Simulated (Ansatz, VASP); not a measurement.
**One calculation of ZnO, two programs**

```
Zn O
1.0
     0.00000    2.15623    2.10790
     2.15623    0.00000    2.10790
     2.15623    2.15623    0.00000
Zn O
1 1
Direct
  0.00000 0.00000 0.00000
  0.50000 0.50000 0.50000
```

Change from the starting cell: z stretched by -1.5 % at fixed volume.

Alike in both runs: task single point; functional PBE; k mesh 11 × 11 × 11; occupations fermi-dirac, width 0.01 eV; no spin polarisation.

|  | VASP | Ansatz |
| --- | --- | --- |
| version | VASP 6.6.1 | Ansatz 0.2.0 |
| potentials or method | VASP PAW PBE potentials, release 64 (Zn, O), cutoff 520 eV | all-electron LAPW, scalar-relativistic |

|  | VASP | Ansatz | Ansatz less VASP |
| --- | --- | --- | --- |
| gap on the k mesh at the Fermi level (eV) | 0.84 | 0.89 | +0.049 |
| pressure (GPa) | 7.5 | 6.3 | -1.26 |
| largest component of the traceless stress (GPa) | 1.84 | 1.65 | -0.189 |

Ansatz ran all-electron here, so the differences hold the error of VASP's frozen core and of both bases.

Caveats: an odd mesh through Γ misses points on the zone boundary, where band edges often lie.
